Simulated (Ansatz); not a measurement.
The elements of this relaxed trial crystal are hidden behind letters.

```
lattice vectors (Å)
   2.5876    0.0000    0.0000
   0.0000    2.5876    0.0000
   0.0000    0.0000    4.6349
fractional positions
X 0.0000 0.0000 0.5000
Z 0.0000 0.0000 0.0000
```

Theory: Ansatz 0.2.0, DFT PBE, scalar-relativistic, plane waves, PAW. Cutoff 420 eV, Γ-centred 22×22×12 mesh (2-atom cell), Gaussian smearing of 0.10 eV, no spin polarisation.

- Space group: P4/mmm (No. 123)
- Conventional cell: a = 2.588 Å, c = 4.635 Å
- Volume per atom: 15.52 Å³
- Density: 4.58 g/cm³
- Energy over the elements: +0.46 eV/atom
- Gap on the 22×22×12 mesh of the 2-atom cell: 0 eV (a metal)

Energies are uncorrected and count from the elements' standard states at the same level.

Question: X is a p-block element of period 3 and Z is a d-block element of period 4. Which elements are they?

Answer: X = Al, Z = Ni, so the formula is AlNi. Density times volume gives a mean mass of 4.58 × 15.52/1.6605 = 42.8 u per atom, and this set has 42.8 u. Around Al lie 2 Ni at 2.32 Å and 4 Al at 2.59 Å; around Ni lie 2 Al at 2.32 Å and 4 Ni at 2.59 Å. Other sets within the hints have nearly the same mass, so mass alone doesn't settle it; this one was computed.

Trial moments died out on the coarse mesh, so the last step has no spin; another magnetic start might hold. Symmetry constrained the relaxation, so the result can be a saddle point. Another cell of AlNi relaxed alike, in Pm-3m (a Materials Project cell), lies 1.11 eV/atom lower, so this cell isn't the stable form at this level.
